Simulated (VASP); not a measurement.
Crystal: TiTe.

```xyz
2
Lattice="0.0000 3.0501 3.0501 3.0501 0.0000 3.0501 3.0501 3.0501 0.0000" Properties=species:S:1:pos:R:3 pbc="T T T"
Ti    3.0501    3.0501    3.0501
Te    0.0000    0.0000    0.0000
```

The cell comes from a database or a generator and needn't be the stable form of this composition.

Base run:

```yaml
Program: VASP 6.6.1
Functional: r2SCAN
Potentials_or_basis: VASP PAW PBE potentials, release 64 (Ti_sv, Te)
Cutoff: 520 eV
k_mesh: 8 × 8 × 8
Occupations: fermi-dirac, width 0.05 eV
Spin: no spin polarisation
Hubbard_terms: Ti d U = 3 eV
```

Its results: band gap on the k mesh none (metal or under the smearing width); pressure -9.9 GPa.

Problem. The run is repeated on the same cell with these changes: hubbard terms from Ti d U = 3 eV to Ti d U = 4 eV. What comes out?

Solution. Band gap on the k mesh none (metal or under the smearing width); pressure -9.5 GPa.

Caveats: the PAW data sets were made with another functional, which shifts forces and pressure a little; U without spin polarisation on a metal has little footing; the U is typed as a test and isn't derived for this compound.
